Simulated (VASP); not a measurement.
# Lattice of TiAl, functional by functional, part 3 of 3

Aim: relax TiAl at several levels of theory and compare the cells. The starting structure is a computed structure from the Materials Project. The first relaxation on each setting starts from this cell expanded by 3 % in volume.

VASP 6.6.1.

Results so far: PBEsol 15.70 Å³ an atom; LDA 15.25 Å³ an atom; PBE 16.14 Å³ an atom; PBEsol + D3(BJ) 15.05 Å³ an atom; r2SCAN 15.95 Å³ an atom; r2SCAN + rVV10 15.87 Å³ an atom.

### Step 8. Relaxation with optB86b-vdW (continued)

Level of this step: optB86b-vdW; plane waves and PAW (Ti_sv, Al) (VASP).

Parts of OUTCAR (step 8):

```text
  Total        0.0017225      0.0017225      0.0017225      0.0000000      0.0000000      0.0000000
  in kB        0.0867125      0.0867125      0.0867125      0.0000000      0.0000000      0.0000000
  external PRESSURE =       0.0867125 kB  Pullay stress =       0.0000000 kB

 POSITION                                       TOTAL-FORCE (eV/Angst)
 -----------------------------------------------------------------------------------
      0.00000      0.00000      0.00000        -0.000000      0.000000      0.000000
      1.58452      1.58452      1.58452         0.000000      0.000000      0.000000
 -----------------------------------------------------------------------------------
    total drift:                                0.000000      0.000000      0.000000

  FREE ENERGIE OF THE ION-ELECTRON SYSTEM (eV)
  ---------------------------------------------------
  free  energy   TOTEN  =        -8.0841024863 eV

  energy  without entropy=       -8.0829031990  energy(sigma->0) =       -8.08370272

[... 2 parts as in an earlier step ...]

[... 2 further parts left out ...]
[key lines of the parts left out:]
E-fermi :   8.8133
```

With optB86b-vdW the relaxed cell holds 15.913 Å³ an atom, -0.94 % against the starting cell, with a = 3.169 Å. That is +1.34 % from PBEsol.

### Step 9. Relaxation with BLYP

BLYP comes from molecular chemistry and underbinds dense solids.

Input file INCAR:

```
SYSTEM = TiAl
PREC = Accurate
ENCUT = 450
EDIFF = 1E-06
NELM = 100
ISMEAR = 1
SIGMA = 0.15
LREAL = .FALSE.
ALGO = Normal
GGA = B5
ALDAX = 1
AGGAX = 1
AGGAC = 1
ALDAC = 0
NBANDS = 13
LASPH = .TRUE.
LORBIT = 11
LWAVE = .FALSE.
LCHARG = .FALSE.
KPAR = 4
IBRION = 2
NSW = 50
ISIF = 3
EDIFFG = -0.006
```

Input file POSCAR:

```
TiAl
1.0
    3.2105419283      0.0000000000      0.0000000000
    0.0000000000      3.2105419283      0.0000000000
    0.0000000000      0.0000000000      3.2105419283
Ti Al
1 1
Direct
    0.0000000000      0.0000000000      0.0000000000
    0.5000000000      0.5000000000      0.5000000000
```

Input file KPOINTS:

```
Automatic mesh
0
Gamma
14 14 14
0 0 0
```

PAW data sets: Ti_sv and Al (PBE family, release 64).

The run is started by

```sh
> mpirun -np 4 vasp_std
```

What it wrote:

```text
[banner, memory and clock lines left out]
running    4 mpi-ranks, on    1 nodes
[...]
[... a notice as in an earlier step ...]

 LDA part: xc-table for (Slater(with rela. corr.)+VWN5), standard interpolation
 POSCAR, INCAR and KPOINTS ok, starting setup
[...]
entering main loop
       N       E                     dE             d eps       ncg     rms          rms(c)
DAV:   1     0.926649807024E+02    0.92665E+02   -0.66615E+03  3120   0.105E+03
DAV:   2    -0.624035212617E+01   -0.98905E+02   -0.95831E+02  3225   0.293E+02
DAV:   3    -0.112586731343E+02   -0.50183E+01   -0.48246E+01  4709   0.649E+01
DAV:   4    -0.114089978165E+02   -0.15032E+00   -0.14961E+00  3666   0.101E+01
[...]
DAV:  10    -0.997397183662E+01   -0.91742E-04   -0.36245E-04  3680   0.155E-01    0.808E-02
DAV:  11    -0.997398605092E+01   -0.14214E-04   -0.77514E-05  3460   0.998E-02    0.299E-02
DAV:  12    -0.997398695130E+01   -0.90038E-06   -0.63051E-06  3860   0.269E-02
   1 F= -.99739870E+01 E0= -.99735930E+01  d E =-.997399E+01
[...]
DAV:   7    -0.997413218018E+01   -0.41059E-05   -0.18346E-05  3724   0.469E-02    0.100E-02
DAV:   8    -0.997413237399E+01   -0.19381E-06   -0.16709E-06  3050   0.163E-02
   2 F= -.99741324E+01 E0= -.99737545E+01  d E =-.145423E-03
 trial-energy change:   -0.000145  1 .order   -0.000196   -0.001030    0.000638
 step:   0.5730(harm=  0.6175)  dis= 0.00000  next Energy=    -9.974273 (dE=-0.286E-03)
[...]
N       E                     dE             d eps       ncg     rms          rms(c)
DAV:   1    -0.997741059102E+01   -0.32784E-02   -0.54216E-02  3410   0.322E+00    0.486E-01
DAV:   2    -0.997454699365E+01    0.28636E-02   -0.15444E-02  3429   0.167E+00    0.125E-01
DAV:   3    -0.997418195681E+01    0.36504E-03   -0.13605E-03  3543   0.444E-01    0.354E-02
DAV:   4    -0.997420817368E+01   -0.26217E-04   -0.32481E-04  4005   0.118E-01    0.259E-02
DAV:   5    -0.997425754846E+01   -0.49375E-04   -0.75742E-05  4081   0.559E-02    0.653E-03
DAV:   6    -0.997426098249E+01   -0.34340E-05   -0.26005E-05  4217   0.237E-02    0.740E-03
DAV:   7    -0.997426109310E+01   -0.11062E-06   -0.43434E-06  3435   0.227E-02
   3 F= -.99742611E+01 E0= -.99738765E+01  d E =-.274142E-03
[...]
reached required accuracy - stopping structural energy minimisation
```

Run time: 68 s. Hardware: 4 MPI ranks of AMD EPYC 7R43, shared host; peak memory 0.55 GiB; 4.4 min of CPU time.

From OUTCAR (step 9):

```text
  Total        0.0022357      0.0022357      0.0022357      0.0000000      0.0000000     -0.0000000
  in kB        0.1077049      0.1077049      0.1077049      0.0000000      0.0000000     -0.0000000
  external PRESSURE =       0.1077049 kB  Pullay stress =       0.0000000 kB

 POSITION                                       TOTAL-FORCE (eV/Angst)
 -----------------------------------------------------------------------------------
      0.00000      0.00000      0.00000        -0.000000     -0.000000      0.000000
      1.60792      1.60792      1.60792         0.000000      0.000000      0.000000
 -----------------------------------------------------------------------------------
    total drift:                               -0.000000      0.000000      0.000000

  FREE ENERGIE OF THE ION-ELECTRON SYSTEM (eV)
  ---------------------------------------------------
  free  energy   TOTEN  =        -9.9742610931 eV

  energy  without entropy=       -9.9731073167  energy(sigma->0) =       -9.97387650

[... 2 parts as in an earlier step ...]

[... 2 further parts left out ...]
[key lines of the parts left out:]
E-fermi :   8.8629
```

With BLYP the relaxed cell holds 16.628 Å³ an atom, +3.51 % against the starting cell, with a = 3.216 Å. That is +5.89 % from PBEsol.

### Step 10. Comparison

| level | volume (Å³/atom) | against the starting cell (%) | a (Å) | pressure left (GPa) | core minutes |
| --- | --- | --- | --- | --- | --- |
| PBEsol | 15.703 | -2.25 | 3.1551 | 0.02 | 6.33 |
| LDA | 15.246 | -5.1 | 3.1241 | 0.01 | 5.73 |
| PBE | 16.136 | 0.45 | 3.1838 | 0.06 | 5.07 |
| PBEsol + D3(BJ) | 15.054 | -6.29 | 3.111 | 0.02 | 7.53 |
| r2SCAN | 15.951 | -0.71 | 3.1716 | -0.01 | 20.6 |
| r2SCAN + rVV10 | 15.866 | -1.23 | 3.1659 | -0.05 | 27.1 |
| optB86b-vdW | 15.913 | -0.94 | 3.169 | 0.01 | 14.5 |
| BLYP | 16.628 | 3.51 | 3.2158 | 0.01 | 4.53 |

Core minutes are wall time times ranks, summed over the relaxations behind a row (those for a bulk modulus apart), on shared hosts.

### Step 11. Results

```json
{"volume, PBEsol": "15.70 Å³/atom", "volume, LDA": "15.25 Å³/atom", "volume, PBE": "16.14 Å³/atom", "volume, PBEsol + D3(BJ)": "15.05 Å³/atom", "volume, r2SCAN": "15.95 Å³/atom", "volume, r2SCAN + rVV10": "15.87 Å³/atom", "volume, optB86b-vdW": "15.91 Å³/atom", "volume, BLYP": "16.63 Å³/atom"}
```

What this shows: Across 8 levels the volume of TiAl spans 10.5 %, from 15.05 Å³ an atom (PBEsol + D3(BJ)) to 16.63 Å³ (BLYP). Adding D3(BJ) to PBEsol changes the volume by -4.1 %. Adding rVV10 to r2SCAN changes the volume by -0.5 %. All runs keep the symmetry of the start, so they can't find a distortion of lower symmetry. Further runs on this material are not shown.

[Lines on the potential files, build, host, timing and source positions are cut from VASP's logs without a mark.]

[Logs are printed without paths, hosts, clocks, repeated set-up lines and the standing remarks that a program may print on its own settings, such as how far it seeks lower states.]

[Hosts, paths, dates, database ids (printed as entryN), source tags and the programs' standing remarks are cut or masked in the printed files.]
